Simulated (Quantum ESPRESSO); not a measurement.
# CuCl2 (P4/mmm) in Quantum ESPRESSO: notebook, part 2 of 2

Quantum ESPRESSO 7.5.

### 5 Single point, LDA, 28.82 Å³/atom

pw.in reads:

```
&CONTROL
  calculation = 'scf'
  prefix = 'pwscf'
  outdir = './tmp'
  pseudo_dir = './pseudo'
  tstress = .true.
  disk_io = 'nowf'
/
&SYSTEM
  ibrav = 0
  nat = 3
  ntyp = 2
  ecutwfc = 56
  ecutrho = 448
  nbnd = 24
  occupations = 'smearing'
  smearing = 'fd'
  degauss = 0.00367493
/
&ELECTRONS
  conv_thr = 6d-10
  electron_maxstep = 120
  mixing_beta = 0.5
/
ATOMIC_SPECIES
Cu    63.5460 cu_lda_v1.2.uspp.F.UPF
Cl    35.4500 cl_lda_v1.4.uspp.F.UPF
CELL_PARAMETERS angstrom
   4.4903071663    0.0000000000    0.0000000000
   0.0000000000    4.4903071663    0.0000000000
   0.0000000000    0.0000000000    4.2887331940
ATOMIC_POSITIONS crystal
Cu     0.0000000000    0.0000000000    0.0000000000
Cl     0.0000000000    0.5000000000    0.0000000000
Cl     0.5000000000    0.0000000000    0.0000000000
K_POINTS automatic
6 6 6 0 0 0
```

Launch:

```sh
OMP_NUM_THREADS=1 mpirun -n 2 pw.x -nk 2 -in pw.in > pw.out
```

Wall time 60 s (2 MPI ranks of Intel Xeon Platinum 8375C at 2.90GHz (Ice Lake), shared host); peak memory 0.52 GiB.

The run converged. Its results:

```
Free energy            : -6396.9704 eV
Pressure               : -2.7 GPa
Band gap on the k mesh : none (metal or under the smearing width)
```

Caveat: an odd number of electrons without spin polarisation forces a metal; a magnetic or distorted state may lie lower; the run has no spin polarisation, though such a crystal can be magnetic; semilocal functionals often make such compounds metallic where correlation or magnetic order opens a gap, which also shifts bond lengths.

### 6 Single point, LDA, 29.41 Å³/atom

pw.in, as its differences from that of step 5:

```diff
@@ -28,5 +28,5 @@
 CELL_PARAMETERS angstrom
-   4.4903071663    0.0000000000    0.0000000000
-   0.0000000000    4.4903071663    0.0000000000
-   0.0000000000    0.0000000000    4.2887331940
+   4.5206480000    0.0000000000    0.0000000000
+   0.0000000000    4.5206480000    0.0000000000
+   0.0000000000    0.0000000000    4.3177120000
 ATOMIC_POSITIONS crystal
```

Potentials or basis: GBRV 1.5 LDA.

Launch:

```sh
OMP_NUM_THREADS=1 mpirun -n 2 pw.x -nk 2 -in pw.in > pw.out
```

Run time: 65 s. Hardware: 2 MPI ranks of Intel Xeon Platinum 8375C at 2.90GHz (Ice Lake), shared host; peak memory 0.52 GiB.

The run converged. Its results:

* Free energy: -6396.9383 eV
* Pressure: -3.3 GPa
* Band gap on the k mesh: none (metal or under the smearing width)

Caveat: an odd number of electrons without spin polarisation forces a metal; a magnetic or distorted state may lie lower; the run has no spin polarisation, though such a crystal can be magnetic; semilocal functionals often make such compounds metallic where correlation or magnetic order opens a gap, which also shifts bond lengths.

### 7 Single point, LDA, 30.00 Å³/atom

pw.in, as its differences from that of step 6:

```diff
@@ -28,5 +28,5 @@
 CELL_PARAMETERS angstrom
-   4.5206480000    0.0000000000    0.0000000000
-   0.0000000000    4.5206480000    0.0000000000
-   0.0000000000    0.0000000000    4.3177120000
+   4.5505869387    0.0000000000    0.0000000000
+   0.0000000000    4.5505869387    0.0000000000
+   0.0000000000    0.0000000000    4.3463069525
 ATOMIC_POSITIONS crystal
```

Launch:

```sh
OMP_NUM_THREADS=1 mpirun -n 2 pw.x -nk 2 -in pw.in > pw.out
```

Run time: 71 s. Hardware: 2 MPI ranks of Intel Xeon Platinum 8375C at 2.90GHz (Ice Lake), shared host; peak memory 0.54 GiB.

Results (log left out):

```yaml
Free_energy: -6396.8996 eV
Pressure: -3.9 GPa
Band_gap_on_the_k_mesh: none (metal or under the smearing width)
```

Caveat: an odd number of electrons without spin polarisation forces a metal; a magnetic or distorted state may lie lower; the run has no spin polarisation, though such a crystal can be magnetic; semilocal functionals often make such compounds metallic where correlation or magnetic order opens a gap, which also shifts bond lengths.

### 8 Single point, LDA, 30.59 Å³/atom

pw.in, as its differences from that of step 7:

```diff
@@ -28,5 +28,5 @@
 CELL_PARAMETERS angstrom
-   4.5505869387    0.0000000000    0.0000000000
-   0.0000000000    4.5505869387    0.0000000000
-   0.0000000000    0.0000000000    4.3463069525
+   4.5801370326    0.0000000000    0.0000000000
+   0.0000000000    4.5801370326    0.0000000000
+   0.0000000000    0.0000000000    4.3745305158
 ATOMIC_POSITIONS crystal
```

Launch:

```sh
OMP_NUM_THREADS=1 mpirun -n 2 pw.x -nk 2 -in pw.in > pw.out
```

Wall time 71 s (2 MPI ranks of Intel Xeon Platinum 8375C at 2.90GHz (Ice Lake), shared host); peak memory 0.54 GiB.

The run converged. Its results:

* Free energy: -6396.8554 eV
* Pressure: -4.4 GPa
* Band gap on the k mesh: none (metal or under the smearing width)

Caveat: an odd number of electrons without spin polarisation forces a metal; a magnetic or distorted state may lie lower; the run has no spin polarisation, though such a crystal can be magnetic; semilocal functionals often make such compounds metallic where correlation or magnetic order opens a gap, which also shifts bond lengths.

### 9 Single point, LDA, 31.18 Å³/atom

pw.in, as its differences from that of step 8:

```diff
@@ -28,5 +28,5 @@
 CELL_PARAMETERS angstrom
-   4.5801370326    0.0000000000    0.0000000000
-   0.0000000000    4.5801370326    0.0000000000
-   0.0000000000    0.0000000000    4.3745305158
+   4.6093106665    0.0000000000    0.0000000000
+   0.0000000000    4.6093106665    0.0000000000
+   0.0000000000    0.0000000000    4.4023945187
 ATOMIC_POSITIONS crystal
```

Potentials or basis: GBRV 1.5 LDA.

Launch:

```sh
OMP_NUM_THREADS=1 mpirun -n 2 pw.x -nk 2 -in pw.in > pw.out
```

It took 74 s on 2 MPI ranks of Intel Xeon Platinum 8375C at 2.90GHz (Ice Lake), shared host; peak memory 0.54 GiB.

Results (log left out):

| Item | Value |
| --- | --- |
| Free energy | -6396.8062 eV |
| Pressure | -4.8 GPa |
| Band gap on the k mesh | none (metal or under the smearing width) |

Caveat: an odd number of electrons without spin polarisation forces a metal; a magnetic or distorted state may lie lower; the run has no spin polarisation, though such a crystal can be magnetic; semilocal functionals often make such compounds metallic where correlation or magnetic order opens a gap, which also shifts bond lengths.

### 10 Equation of state, LDA

This step only gathers the single runs of the series.

What came out:

* Equilibrium volume: 26.95 Å³/atom (rough: see the caveat)
* Bulk modulus at fixed shape and positions: 46 GPa (rough)

Energy against volume, from the lowest point:
| volume (Å³/atom) | energy (meV/atom) |
| --- | --- |
| 27.648 | 0.00 |
| 28.236 | 5.52 |
| 28.824 | 13.81 |
| 29.413 | 24.53 |
| 30.001 | 37.41 |
| 30.589 | 52.17 |
| 31.177 | 68.56 |

Caveat: the minimum lies outside the volumes run; the cell was scaled at fixed shape and fractional positions, which overstates the stiffness of a crystal with free parameters, most of all of layers and chains; the run has no spin polarisation, though such a crystal can be magnetic.

### 11 Band structure, LDA

pw.in, as its differences from that of step 9:

```diff
@@ -5,4 +5,5 @@
   pseudo_dir = './pseudo'
+  tprnfor = .true.
   tstress = .true.
-  disk_io = 'nowf'
+  disk_io = 'low'
 /
@@ -10,2 +11,3 @@
   ibrav = 0
+  celldm(1) = 8
   nat = 3
@@ -27,6 +29,6 @@
 Cl    35.4500 cl_lda_v1.4.uspp.F.UPF
-CELL_PARAMETERS angstrom
-   4.6093106665    0.0000000000    0.0000000000
-   0.0000000000    4.6093106665    0.0000000000
-   0.0000000000    0.0000000000    4.4023945187
+CELL_PARAMETERS alat
+  1.0678483282297   0.0000000000000   0.0000000000000
+  0.0000000000000   1.0678483282297   0.0000000000000
+  0.0000000000000   0.0000000000000   1.0199116456263
 ATOMIC_POSITIONS crystal
```

bands.in reads:

```
&CONTROL
  calculation = 'bands'
  prefix = 'pwscf'
  outdir = './tmp'
  pseudo_dir = './pseudo'
  disk_io = 'low'
  verbosity = 'high'
/
&SYSTEM
  ibrav = 0
  celldm(1) = 8
  nat = 3
  ntyp = 2
  ecutwfc = 56
  ecutrho = 448
  nbnd = 24
  occupations = 'smearing'
  smearing = 'fd'
  degauss = 0.00367493
/
&ELECTRONS
  conv_thr = 1d-08
  electron_maxstep = 120
  mixing_beta = 0.5
  diago_full_acc = .true.
  startingwfc = 'random'
/
ATOMIC_SPECIES
Cu    63.5460 cu_lda_v1.2.uspp.F.UPF
Cl    35.4500 cl_lda_v1.4.uspp.F.UPF
CELL_PARAMETERS alat
  1.0678483282297   0.0000000000000   0.0000000000000
  0.0000000000000   1.0678483282297   0.0000000000000
  0.0000000000000   0.0000000000000   1.0199116456263
ATOMIC_POSITIONS crystal
Cu     0.0000000000    0.0000000000    0.0000000000
Cl     0.0000000000    0.5000000000    0.0000000000
Cl     0.5000000000    0.0000000000    0.0000000000
K_POINTS crystal
60
 0.0000000000  0.0000000000  0.0000000000 1
 0.0000000000  0.1000000000  0.0000000000 1
 0.0000000000  0.2000000000  0.0000000000 1
 0.0000000000  0.3000000000  0.0000000000 1
 0.0000000000  0.4000000000  0.0000000000 1
 0.0000000000  0.5000000000  0.0000000000 1
 0.1000000000  0.5000000000  0.0000000000 1
 0.2000000000  0.5000000000  0.0000000000 1
 0.3000000000  0.5000000000  0.0000000000 1
 0.4000000000  0.5000000000  0.0000000000 1
 0.5000000000  0.5000000000  0.0000000000 1
 0.4375000000  0.4375000000  0.0000000000 1
 0.3750000000  0.3750000000  0.0000000000 1
 0.3125000000  0.3125000000  0.0000000000 1
 0.2500000000  0.2500000000  0.0000000000 1
 0.1875000000  0.1875000000  0.0000000000 1
 0.1250000000  0.1250000000  0.0000000000 1
 0.0625000000  0.0625000000  0.0000000000 1
 0.0000000000  0.0000000000  0.0000000000 1
 0.0000000000  0.0000000000  0.0833333333 1
 0.0000000000  0.0000000000  0.1666666667 1
 0.0000000000  0.0000000000  0.2500000000 1
 0.0000000000  0.0000000000  0.3333333333 1
 0.0000000000  0.0000000000  0.4166666667 1
 0.0000000000  0.0000000000  0.5000000000 1
 0.0000000000  0.0833333333  0.5000000000 1
 0.0000000000  0.1666666667  0.5000000000 1
 0.0000000000  0.2500000000  0.5000000000 1
 0.0000000000  0.3333333333  0.5000000000 1
 0.0000000000  0.4166666667  0.5000000000 1
 0.0000000000  0.5000000000  0.5000000000 1
 0.0833333333  0.5000000000  0.5000000000 1
 0.1666666667  0.5000000000  0.5000000000 1
 0.2500000000  0.5000000000  0.5000000000 1
 0.3333333333  0.5000000000  0.5000000000 1
 0.4166666667  0.5000000000  0.5000000000 1
 0.5000000000  0.5000000000  0.5000000000 1
 0.4444444444  0.4444444444  0.5000000000 1
 0.3888888889  0.3888888889  0.5000000000 1
 0.3333333333  0.3333333333  0.5000000000 1
 0.2777777778  0.2777777778  0.5000000000 1
 0.2222222222  0.2222222222  0.5000000000 1
 0.1666666667  0.1666666667  0.5000000000 1
 0.1111111111  0.1111111111  0.5000000000 1
 0.0555555556  0.0555555556  0.5000000000 1
 0.0000000000  0.0000000000  0.5000000000 1
 0.0000000000  0.5000000000  0.0000000000 1
 0.0000000000  0.5000000000  0.0833333333 1
 0.0000000000  0.5000000000  0.1666666667 1
 0.0000000000  0.5000000000  0.2500000000 1
 0.0000000000  0.5000000000  0.3333333333 1
 0.0000000000  0.5000000000  0.4166666667 1
 0.0000000000  0.5000000000  0.5000000000 1
 0.5000000000  0.5000000000  0.0000000000 1
 0.5000000000  0.5000000000  0.0833333333 1
 0.5000000000  0.5000000000  0.1666666667 1
 0.5000000000  0.5000000000  0.2500000000 1
 0.5000000000  0.5000000000  0.3333333333 1
 0.5000000000  0.5000000000  0.4166666667 1
 0.5000000000  0.5000000000  0.5000000000 1
```

Launch:

```sh
OMP_NUM_THREADS=1 mpirun -n 2 pw.x -nk 2 -in pw.in > pw.out
OMP_NUM_THREADS=1 mpirun -n 2 pw.x -nk 2 -in bands.in > bands.out
```

It took 2.3 min on 2 MPI ranks of Intel Xeon Platinum 8375C at 2.90GHz (Ice Lake), shared host; peak memory 0.52 GiB.

Results (log left out):

```yaml
Free_energy: -6396.9383 eV
Pressure: -3.3 GPa
Band_gap_on_the_k_mesh: none (metal or under the smearing width)
```

Stress tensor (GPa, compression positive):
```
-4.68  0.00  0.00
 0.00 -4.68  0.00
 0.00  0.00 -0.62
```

Levels at the corners of the path, in eV from the Fermi level:
| point | band 14 | band 15 | band 16 | band 17 | band 18 | band 19 | band 20 | band 21 |
| --- | --- | --- | --- | --- | --- | --- | --- | --- |
| Γ | -1.63 | -0.82 | -0.72 | -0.72 | 2.46 | 5.99 | 9.10 | 10.12 |
| X | -1.45 | -0.85 | -0.53 | -0.34 | 5.74 | 7.34 | 8.11 | 8.86 |
| M | -0.32 | -0.32 | 0.19 | 1.82 | 6.51 | 7.52 | 7.63 | 7.63 |
| Γ | -1.63 | -0.82 | -0.72 | -0.72 | 2.46 | 5.99 | 9.10 | 10.12 |
| Z | -1.50 | -1.15 | -0.69 | -0.69 | 3.27 | 6.56 | 8.53 | 9.21 |
| R | -1.56 | -0.67 | -0.58 | -0.51 | 5.39 | 7.08 | 8.25 | 9.79 |
| A | -0.54 | -0.54 | 0.21 | 1.84 | 3.99 | 7.33 | 8.52 | 8.52 |
| Z | -1.50 | -1.15 | -0.69 | -0.69 | 3.27 | 6.56 | 8.53 | 9.21 |
| X | -1.45 | -0.85 | -0.53 | -0.34 | 5.74 | 7.34 | 8.11 | 8.86 |
| R | -1.56 | -0.67 | -0.58 | -0.51 | 5.39 | 7.08 | 8.25 | 9.79 |
| M | -0.32 | -0.32 | 0.19 | 1.82 | 6.51 | 7.52 | 7.63 | 7.63 |
| A | -0.54 | -0.54 | 0.21 | 1.84 | 3.99 | 7.33 | 8.52 | 8.52 |

Caveat: some levels on the path didn't converge; an odd number of electrons without spin polarisation forces a metal; a magnetic or distorted state may lie lower; the run has no spin polarisation, though such a crystal can be magnetic; semilocal functionals often make such compounds metallic where correlation or magnetic order opens a gap, which also shifts bond lengths. With open d or f shells a metallic result of LDA can be an artefact of self-interaction; +U or a hybrid may open a gap.

### 12 For comparison

An earlier run on the cell as given: functional PBEsol; potentials or basis GBRV 1.5 PBEsol; cutoff 762 eV; density cutoff 6095 eV; k mesh 6 × 6 × 6; occupations fermi-dirac, width 0.05 eV; no spin polarisation.

* Pressure: -1.7 GPa
* Band gap on the k mesh: none (metal or under the smearing width)

### 13 Overview

```csv
task,level,potentials or basis,form of the LDA correlation,gap on the mesh (eV),pressure (GPa)
band structure,PBEsol,GBRV 1.5 PBEsol,-,none,-1.7
equation of state,LDA,GBRV 1.5 LDA,PZ81,-,-
band structure,LDA,GBRV 1.5 LDA,PZ81,none,-3.3
single point,PBEsol,GBRV 1.5 PBEsol,-,none,-1.7
```

Alike in all rows: no spin polarisation; cell as given; k mesh 6 × 6 × 6; cutoff (eV) 762; smearing fermi-dirac 0.05 eV.

Caveats: the run has no spin polarisation, though such a crystal can be magnetic; an odd number of electrons without spin polarisation forces a metal (some runs); a magnetic or distorted state may lie lower (some runs); semilocal functionals often make such compounds metallic where correlation or magnetic order opens a gap, which also shifts bond lengths (some runs); some levels on the path didn't converge (some runs); this functional lacks dispersion, which binds the layers, so the pressure and a relaxed spacing across them are unreliable (some runs); the minimum lies outside the volumes run (some runs).

Absolute energies hang on the potentials; compare differences alone.
